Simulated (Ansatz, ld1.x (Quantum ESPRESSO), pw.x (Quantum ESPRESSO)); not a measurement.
**palladium: one change to the TM potential, in the atom and in the diamond crystal**

```json
{
  "Element": "Pd (Z = 46)",
  "Generator": "ld1.x (Quantum ESPRESSO) 7.5",
  "Type": "norm-conserving Troullier–Martins (Kleinman–Bylander form)",
  "Functional": "PBE",
  "Relativity": "scalar-relativistic",
  "Frozen core": "[Kr]",
  "Valence charge": "10",
  "Reference configuration": "4d10 5s0 5p0",
  "Partial waves": "5p (bound, empty): rc 4.20 bohr; 4d (bound): rc 1.60 bohr; 5s (bound, empty): rc 2.75 bohr",
  "Local potential": "the s channel",
  "Core correction": "none"
}
```

Change: all radii scaled by about 1.09 (s 2.98, p 4.56, d 1.74 bohr).

Cutoffs, loose and tight: the cutoffs (Ry, on a coarse ladder) from which the occupation-weighted sum of valence levels, in a spherical-Bessel basis at the reference potential, stays within 10 and 1 mRy of its value at 400 Ry. They do not see the model core or the augmentation charge, which bear on the density cutoff. Test errors are all-electron minus pseudo excitation energies from the reference, over the configurations 4d9 5s0 5p0; 4d8 5s0 5p0; 4d7 5s0 5p0; 4d9 5s1 5p0; 4d9.5 5s0 5p0; 4d8 5s1 5p0; 4d6 5s0 5p0; variants that change the core or the reference have their own tests.

Crystal test: diamond Pd in pw.x 7.5, no spin, 8³ k-points, Fermi–Dirac smearing 0.01 Ry, cutoffs set for each file from its atomic test. The reference is all-electron LAPW (Ansatz 0.2.0) with the same functional, mesh and smearing; V0 and B0 come from Birch–Murnaghan fits to the pressures at five volumes. Errors are pseudo minus all-electron; Δ is the rms difference of the E(V) curves that follow from these fits, minima aligned, over ±6 % about the mean V0. Mesh and smearing are coarse, so the numbers serve the comparison and aren't converged zero-temperature values; the lattice is a test structure that the element need not adopt.

All-electron: a0 = 5.812 Å (V0 = 24.55 Å³/atom), B0 = 66.1 GPa.

Q: Does the change bring the crystal closer to the all-electron result?

A: The mean pressure error goes from +4.22 to +3.77 GPa, so the change moves the solid closer to the all-electron pressures. Neither pressure curve crosses zero within the volumes sampled, so no fits are given.

| quantity | base | changed |
| --- | --- | --- |
| outcome (atom) | generated | generated |
| cutoff, loose (atom) | 60 Ry | 60 Ry |
| cutoff, tight (atom) | 90 Ry | 90 Ry |
| bound ghosts (atom) | none | none |
| largest test error (meV) (atom) | -1020 over the solved tests; 1 of 7 tests not solved or not reliable | -2219 over the solved tests; 1 of 7 tests not solved or not reliable |
| cutoffs in pw.x (Ry) | 110/440 | 110/440 |
| mean pressure error (GPa) | +4.22 | +3.77 |

Base: The largest radius (4.20 bohr) exceeds half the bond length (2.38 bohr), so the spheres overlap, which is one possible source of error among others. This is a poor potential for the solid. Atomic configuration tests: 1 of 7 tests not solved or not reliable. Changed file: The largest radius (4.56 bohr) exceeds half the bond length (2.38 bohr), so the spheres overlap, which is one possible source of error among others. This is a poor potential for the solid. Atomic configuration tests: 1 of 7 tests not solved or not reliable. The atomic cutoffs weigh occupied waves only.
